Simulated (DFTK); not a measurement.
Runs of DFTK 0.8.2 on GaN. It takes space group F-43m (No. 216, cubic). The conventional cell has a = 4.507 Å, b = 4.507 Å, c = 4.507 Å, α = 90.00°, β = 90.00°, γ = 90.00°. Ga (site symmetry -43m) has 4 N at 1.95 Å as nearest neighbours. N (site symmetry -43m) has 4 Ga at 1.95 Å as nearest neighbours. The cell is a database's computed one.

```tsv
task	level	potentials or basis	k mesh	cutoff (eV)	valence electrons	SCF solver	mesh quality	gap on the mesh (eV)
band structure	BJ06	cp2k.nc.sr.pbe.v0_1.largecore.gth (PBE, GTH, large core)	7 × 7 × 7	2122	Ga 3, N 5	ScfAndersonSolver	not flagged	(a)
band structure	LDA	cp2k.nc.sr.lda.v0_1.largecore.gth (LDA, GTH, large core)	10 × 10 × 10	1633	Ga 3, N 5	-	not flagged	2.23
band structure	PBEsol	cp2k.nc.sr.pbe.v0_1.largecore.gth (PBE, GTH, large core)	10 × 10 × 10	1633	Ga 3, N 5	-	not flagged	2.00
band structure	r2SCAN	SG15 1.2 (PBE)	8 × 8 × 8	1225	Ga 13, N 5	ScfAndersonSolver	not flagged	1.87
```

Alike in all rows: no spin polarisation; cell as given; smearing fermi-dirac 0.05 eV.

Question: Estimate the missing entries.

Answer: (a) 2.72.

Caveats: this set keeps more shells in the core, which shifts pressures and gaps (some runs); the program leaves the constant c of mgga_x_tb09 at 1, so the potential is Becke-Johnson's (BJ06) and not Tran and Blaha's, with levels but no total energy (some runs); the program warned that the kinetic-energy density falls under its von Weizsäcker bound, which can give unphysical results (some runs).

A k mesh can miss the band edges, and the runs leave out spin-orbit coupling on Ga.
